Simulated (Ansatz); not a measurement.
**Bands of C**

```
CELL_PARAMETERS angstrom
1.22803 0.70900 3.34701
-1.22803 0.70900 3.34701
0.00000 -1.41800 3.34701
ATOMIC_POSITIONS crystal
C 0.16400 0.16400 0.16400
C 0.83600 0.83600 0.83600
```

Atom numbers follow the list: C1, C2.

The cell is COD entry 1200018, as deposited and not checked against the literature; nothing was relaxed. It is an old determination, and later ones may differ.

Level of theory: DFT, PBE, all-electron LAPW, scalar-relativistic in Ansatz 0.2.0.

The runs use a Γ-centred 17×17×17 k mesh, Fermi–Dirac smearing of 0.03 eV, basis error target 0.5 meV/atom, no spin polarisation.

Points in fractions of the reciprocal vectors of this cell: Γ (0, 0, 0), T (0.5, 0.5, 0.5), H2 (0.803, 0.197, 0.5), H0 (0.5, -0.197, 0.197), L (0.5, 0, 0), S0 (0.348, -0.348, 0), S2 (0.652, 0, 0.348), F (0.5, 0, 0.5). The path joins them by straight lines in the order Γ–T–H2–H0–L–Γ–S0–S2–F; legs that retrace an earlier one aren't tabulated. Energies are in eV from the top of the valence band.

Question: Is there a gap, and where are the band edges?

Answer: 0.32 eV, direct, on the line H0 (0.5, -0.197, 0.197)–L (0.5, 0, 0) (so small a gap may close at points that the mesh and path miss).

Question: List the levels between -20 and 8 eV at the symmetry points.

Answer: 
Γ: -19.62, -6.49, -2.87 (×2), 4.30
T: -19.32, -8.48, -2.89 (×2)
H2: -13.25, -11.88, -10.19, -1.34, 1.40
H0: -13.25, -11.88, -10.19, -1.34, 1.40
L: -14.23, -13.21, -6.26, -1.84, 1.99, 7.83
S0: -12.73, -12.31, -10.39, -0.67, 0.78
S2: -12.73, -12.31, -10.39, -0.67, 0.78
F: -14.12, -13.12, -6.32, -2.66, 1.51, 7.43
